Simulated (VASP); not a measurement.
# W (Pm-3n) in VASP: single point with PBEsol

Aim: the single point of W with PBEsol.

Program: VASP 6.6.1. These are calculated values, not measurements. Logs are shortened: lines on timing, memory, paths and dates and some standing lists are left out, and cuts for length are marked.

### 1 Starting point

Symmetry: Pm-3n, No. 223, cubic system. The conventional cell has a = 5.036 Å, b = 5.036 Å, c = 5.036 Å, α = 90.00°, β = 90.00°, γ = 90.00°. W (site symmetry -4m2) is surrounded by 6 W at 2.52 to 2.82 Å. Around W (site symmetry m-3) lie 12 W at 2.82 Å.

This isn't the form of W at room conditions, which is bcc.

### 2 Single point, PBEsol, non-collinear spin, zero start, spin-orbit coupling

File INCAR:

```
PREC = Accurate
ENCUT = 520
EDIFF = 1E-6
ISMEAR = 0
SIGMA = 0.1
LREAL = F
LASPH = T
NELM = 80
ALGO = Normal
ISIF = 2
LWAVE = F
LCHARG = F
LNONCOLLINEAR = T
MAGMOM = 0 0 0 0 0 0 0 0 0 0 0 0 0 0 0 0 0 0 0 0 0 0 0 0
LORBIT = 11
LSORBIT = T
GGA_COMPAT = F
LMAXMIX = 4
GGA = PS
```

File KPOINTS:

```
regular mesh
0
Gamma
  8 8 8
```

File POSCAR:

```
W
1.0
    5.0363100000      0.0000000000      0.0000000000
    0.0000000000      5.0363100000      0.0000000000
    0.0000000000      0.0000000000      5.0363100000
W
8
Direct
    0.2500000000      1.0000000000      0.5000000000
    0.7500000000      0.0000000000      0.5000000000
    1.0000000000      0.5000000000      0.2500000000
    1.0000000000      0.5000000000      0.7500000000
    0.5000000000      0.7500000000      0.0000000000
    0.5000000000      0.2500000000      1.0000000000
    1.0000000000      1.0000000000      0.0000000000
    0.5000000000      0.5000000000      0.5000000000
```

Potentials or basis: VASP PAW PBE potentials, release 64 (W_sv).

Command:

```console
cat potpaw_PBE.64/W_sv/POTCAR > POTCAR
mpirun -np 1 vasp_ncl > vasp.out
```

OUTCAR:

```text
PREC = Accurate
   ENCUT = 520
   EDIFF = 1E-6
   ISMEAR = 0
   LREAL = F
   LASPH = T
   NELM = 80
   ISIF = 2
   LNONCOLLINEAR = T
   LORBIT = 11
   LSORBIT = T
   GGA = PS

 ion  position               nearest neighbor table
   1  0.250  0.000  0.500-   2 2.52   2 2.52   8 2.82   7 2.82   8 2.82   7 2.82   4 3.08   5 3.08
                             6 3.08   5 3.08   3 3.08   4 3.08   6 3.08   3 3.08
   2  0.750  0.000  0.500-   1 2.52   1 2.52   8 2.82   7 2.82   8 2.82   7 2.82   4 3.08   5 3.08
                             6 3.08   5 3.08   3 3.08   4 3.08   6 3.08   3 3.08
   3  0.000  0.500  0.250-   4 2.52   4 2.52   8 2.82   7 2.82   7 2.82   8 2.82   1 3.08   5 3.08
                             1 3.08   2 3.08   6 3.08   5 3.08   6 3.08   2 3.08
   4  0.000  0.500  0.750-   3 2.52   3 2.52   8 2.82   7 2.82   7 2.82   8 2.82   1 3.08   5 3.08
                             1 3.08   2 3.08   6 3.08   5 3.08   6 3.08   2 3.08
   5  0.500  0.750  0.000-   6 2.52   6 2.52   8 2.82   8 2.82   7 2.82   7 2.82   3 3.08   1 3.08
                             2 3.08   4 3.08   1 3.08   3 3.08   4 3.08   2 3.08
   6  0.500  0.250  0.000-   5 2.52   5 2.52   8 2.82   8 2.82   7 2.82   7 2.82   3 3.08   1 3.08
                             2 3.08   4 3.08   1 3.08   3 3.08   4 3.08   2 3.08
   7  0.000  0.000  0.000-   1 2.82   2 2.82   3 2.82   4 2.82   5 2.82   6 2.82   1 2.82   2 2.82
                             3 2.82   4 2.82   5 2.82   6 2.82
   8  0.500  0.500  0.500-   1 2.82   2 2.82   3 2.82   4 2.82   5 2.82   6 2.82   5 2.82   6 2.82
                             1 2.82   2 2.82   3 2.82   4 2.82

  LATTYP: Found a simple cubic cell.
 ALAT       =     5.0363100000

  Lattice vectors:

 A1 = (   5.0363100000,   0.0000000000,   0.0000000000)
 A2 = (   0.0000000000,   5.0363100000,   0.0000000000)
 A3 = (   0.0000000000,   0.0000000000,   5.0363100000)

Analysis of symmetry for initial positions (statically):
=====================================================================
 Subroutine PRICEL returns:
 Original cell was already a primitive cell.

 Routine SETGRP: Setting up the symmetry group for a
 simple cubic supercell.

 Subroutine GETGRP returns: Found 48 space group operations
 (whereof 24 operations were pure point group operations)
 out of a pool of 48 trial point group operations.

The static configuration has the point symmetry T_h .
 The point group associated with its full space group is O_h .

Analysis of symmetry for dynamics (positions and initial velocities):
=====================================================================
 Subroutine PRICEL returns:
 Original cell was already a primitive cell.

 Routine SETGRP: Setting up the symmetry group for a
 simple cubic supercell.

 Subroutine GETGRP returns: Found 48 space group operations
 (whereof 24 operations were pure point group operations)
 out of a pool of 48 trial point group operations.

The dynamic configuration has the point symmetry T_h .
 The point group associated with its full space group is O_h .

Analysis of structural, dynamic, and magnetic symmetry:
=====================================================================
 Subroutine PRICEL returns:
 Original cell was already a primitive cell.

 Routine SETGRP: Setting up the symmetry group for a
 simple cubic supercell.

 Subroutine GETGRP returns: Found 48 space group operations
 (whereof 24 operations were pure point group operations)
 out of a pool of 48 trial point group operations.

The overall configuration has the point symmetry T_h .
 The point group associated with its full space group is O_h .

 Subroutine INISYM returns: Found 48 space group operations
 (whereof 24 operations are pure point group operations),
 and found     1 'primitive' translations

----------------------------------------------------------------------------------------

                                     Primitive cell

  volume of cell :     127.7431

  direct lattice vectors                    reciprocal lattice vectors
[... 147 lines left out ...]
  ext. energy  EPLUGINS =         0.00000000
  ---------------------------------------------------
  free energy    TOTEN  =      -116.34142579 eV

  energy without entropy =     -116.32814703  energy(sigma->0) =     -116.33478641

 E-fermi :  10.9638     XC(G=0): -13.7042

 val. band max:       10.9454525580   @ k =   0.3750   0.3750   0.0000
 cond. band min:      11.0084560626   @ k =   0.1250   0.1250   0.0000
 fundamental gap:      0.0630035046
 Fermi energy:        10.9637916067

 k-point     1 :       0.0000    0.0000    0.0000
  band No.  band energies     occupation
      1     -63.0499      1.00000
      2     -63.0499      1.00000
      3     -63.0000      1.00000
      4     -63.0000      1.00000
      5     -63.0000      1.00000
      6     -63.0000      1.00000
[... 3037 lines left out ...]
    123      13.0436      0.00000
    124      13.0436      0.00000

 [... further k-points ...]

 [bands above 124 left out]

------------------------ aborting loop because EDIFF is reached ----------------------------------------

  FORCE on cell =-STRESS in cart. coord.  units (eV):
  Direction    XX          YY          ZZ          XY          YZ          ZX
  --------------------------------------------------------------------------------------
  -------------------------------------------------------------------------------------
  Total        0.6475551      0.6475551      0.6475551      0.0000000     -0.0000000      0.0000000
  in kB        8.1217563      8.1217563      8.1217563      0.0000000     -0.0000000      0.0000000
  external PRESSURE =       8.1217563 kB  Pullay stress =       0.0000000 kB

 VOLUME and BASIS-vectors are now :
 -----------------------------------------------------------------------------
  energy-cutoff  :      520.00
  volume of cell :      127.74
      direct lattice vectors                 reciprocal lattice vectors
     5.036310000  0.000000000  0.000000000     0.198558071  0.000000000  0.000000000
     0.000000000  5.036310000  0.000000000     0.000000000  0.198558071  0.000000000
     0.000000000  0.000000000  5.036310000     0.000000000  0.000000000  0.198558071

 POSITION                                       TOTAL-FORCE (eV/Angst)
 -----------------------------------------------------------------------------------
      1.25908      0.00000      2.51816         0.000000     -0.000000      0.000000
      3.77723      0.00000      2.51816        -0.000000     -0.000000     -0.000000
      0.00000      2.51816      1.25908        -0.000000      0.000000      0.000000
      0.00000      2.51816      3.77723        -0.000000     -0.000000     -0.000000
      2.51816      3.77723      0.00000        -0.000000      0.000000      0.000000
      2.51816      1.25908      0.00000         0.000000     -0.000000     -0.000000
      0.00000      0.00000      0.00000        -0.000000      0.000000     -0.000000
      2.51816      2.51816      2.51816        -0.000000      0.000000     -0.000000
 -----------------------------------------------------------------------------------
    total drift:                               -0.000000     -0.000000      0.000000

  FREE ENERGIE OF THE ION-ELECTRON SYSTEM (eV)
  ---------------------------------------------------
  free  energy   TOTEN  =      -116.3414257903 eV

  energy  without entropy=     -116.3281470296  energy(sigma->0) =     -116.33478641

 Spin-Orbit-Coupling matrix elements

 Ion:    1  E_soc:     -1.6438759
 l=   1
     0.0000000    -0.2278222    -0.2305629
    -0.2278222     0.0000000    -0.2305629
    -0.2305629    -0.2305629     0.0000000
 l=   2
     0.0000000    -0.0070774     0.0000000    -0.0066836    -0.0381915
    -0.0070774     0.0000000    -0.0268264    -0.0070774    -0.0089421
     0.0000000    -0.0268264     0.0000000    -0.0282990     0.0000000
    -0.0066836    -0.0070774    -0.0282990     0.0000000    -0.0098925
    -0.0381915    -0.0089421     0.0000000    -0.0098925     0.0000000
 l=   3
     0.0000000     0.0000000     0.0000000     0.0000000     0.0000000     0.0000000     0.0000000
     0.0000000     0.0000000     0.0000000     0.0000000     0.0000000     0.0000000     0.0000000
     0.0000000     0.0000000     0.0000000     0.0000000     0.0000000     0.0000000     0.0000000
     0.0000000     0.0000000     0.0000000     0.0000000     0.0000000     0.0000000     0.0000000
[... 129 lines left out ...]
 l=   2
     0.0000000    -0.0085845     0.0000000    -0.0085845    -0.0365462
    -0.0085845     0.0000000    -0.0268852    -0.0085845    -0.0096610
     0.0000000    -0.0268852     0.0000000    -0.0279341     0.0000000
    -0.0085845    -0.0085845    -0.0279341     0.0000000    -0.0086121
    -0.0365462    -0.0096610     0.0000000    -0.0086121     0.0000000
 l=   3
     0.0000000     0.0000000     0.0000000     0.0000000     0.0000000     0.0000000     0.0000000
     0.0000000     0.0000000     0.0000000     0.0000000     0.0000000     0.0000000     0.0000000
     0.0000000     0.0000000     0.0000000     0.0000000     0.0000000     0.0000000     0.0000000
     0.0000000     0.0000000     0.0000000     0.0000000     0.0000000     0.0000000     0.0000000
     0.0000000     0.0000000     0.0000000     0.0000000     0.0000000     0.0000000     0.0000000
     0.0000000     0.0000000     0.0000000     0.0000000     0.0000000     0.0000000     0.0000000
     0.0000000     0.0000000     0.0000000     0.0000000     0.0000000     0.0000000     0.0000000

 total charge

# of ion       s       p       d       tot
------------------------------------------
    1        2.412   6.336   3.377  12.125
    2        2.412   6.336   3.377  12.125
    3        2.412   6.336   3.377  12.125
    4        2.412   6.336   3.377  12.125
    5        2.412   6.336   3.377  12.125
    6        2.412   6.336   3.377  12.125
    7        2.417   6.372   3.370  12.159
    8        2.417   6.372   3.370  12.159
--------------------------------------------------
tot         19.308  50.758  27.001  97.067

 magnetization (x)

# of ion       s       p       d       tot
------------------------------------------
    1        0.000   0.000   0.000   0.000
    2        0.000   0.000   0.000   0.000
    3        0.000   0.000   0.000   0.000
    4        0.000   0.000  -0.000  -0.000
    5        0.000  -0.000  -0.000  -0.000
    6        0.000   0.000  -0.000  -0.000
    7       -0.000   0.000  -0.000  -0.000
    8       -0.000   0.000   0.000  -0.000
--------------------------------------------------
tot          0.000   0.000  -0.000  -0.000

 magnetization (y)

# of ion       s       p       d       tot
------------------------------------------
    1        0.000   0.000  -0.000  -0.000
    2        0.000  -0.000   0.000  -0.000
    3       -0.000   0.000   0.000   0.000
    4       -0.000  -0.000  -0.000  -0.000
    5        0.000   0.000   0.000   0.000
    6       -0.000   0.000   0.000  -0.000
    7       -0.000   0.000  -0.000  -0.000
    8        0.000   0.000   0.000   0.000
--------------------------------------------------
tot         -0.000  -0.000  -0.000  -0.000

 magnetization (z)

# of ion       s       p       d       tot
------------------------------------------
    1       -0.000  -0.000  -0.000  -0.000
    2       -0.000   0.000   0.000  -0.000
    3        0.000   0.000   0.000   0.000
    4        0.000   0.000   0.000   0.000
    5        0.000  -0.000  -0.000  -0.000
    6        0.000   0.000  -0.000  -0.000
    7        0.000   0.000   0.000   0.000
    8       -0.000   0.000  -0.000  -0.000
--------------------------------------------------
tot         -0.000  -0.000  -0.000  -0.000
```

Wall time 12 min (1 thread of Intel Xeon 6975P-C (Granite Rapids), shared host); peak memory 0.97 GiB.

What came out:

- Free energy: -116.3414 eV
- Pressure: 0.8 GPa
- Net moment: 0.00 μB per cell
- Valence electrons inside the program's atomic spheres: W 12.12, 12.16

Moments on the atoms (μB; x, y, z):
```
W   0.00 0.00 0.00
W   0.00 0.00 0.00
W   0.00 0.00 0.00
W   0.00 0.00 0.00
W   0.00 0.00 0.00
W   0.00 0.00 0.00
W   0.00 0.00 0.00
W   0.00 0.00 0.00
```

Caveat: the PAW data sets were made with another functional, which shifts forces and pressure a little.
